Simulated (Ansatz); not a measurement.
Equation of state of CaO under BLYP

It takes space group Fm-3m (No. 225, cubic). The conventional cell has a = 4.807 Å, b = 4.807 Å, c = 4.807 Å, α = 90.00°, β = 90.00°, γ = 90.00°. Ca (site symmetry m-3m) has 6 O at 2.40 Å as nearest neighbours. Around O (site symmetry m-3m) lie 6 Ca at 2.40 Å.

The cell is a database's computed one, not the measured one.

The cell was scaled at fixed shape and fractions and run with Ansatz, Ansatz PAW, cutoff 420 eV; BLYP, k mesh 10 × 10 × 10 on the cell of 2 atoms, fermi-dirac occupations of 0.05 eV, no spin polarisation, no spin-orbit coupling. The potentials were made for PBE. Energies are those that the program minimises, any entropy of the smearing included.

```csv
V (Å³/atom),energy over the lowest row (meV/atom)
13.0524,50.52
13.3301,31.18
13.6078,16.86
13.8855,7.18
14.1632,?
14.4410,0.00
14.7187,1.63
```

Problem. Fit the third-order Birch-Murnaghan form, give V0, B0 and B′, and predict the energy left open.

Solution. With y = (V0/V)^(2/3), E = E0 + (9 V0 B0/16) [(y - 1)³ B′ + (y - 1)² (6 - 4y)]. Least squares through the rows shown give V0 = 14.4388 Å³/atom, E0 = -0.03 meV, B0 = 102.2 GPa (1 eV/Å³ = 160.218 GPa) and B′ = 4.21, with a largest miss of 0.03 meV. At V = 14.1632 the form with these constants gives 1.70 meV; the run gave 1.75 meV an atom.
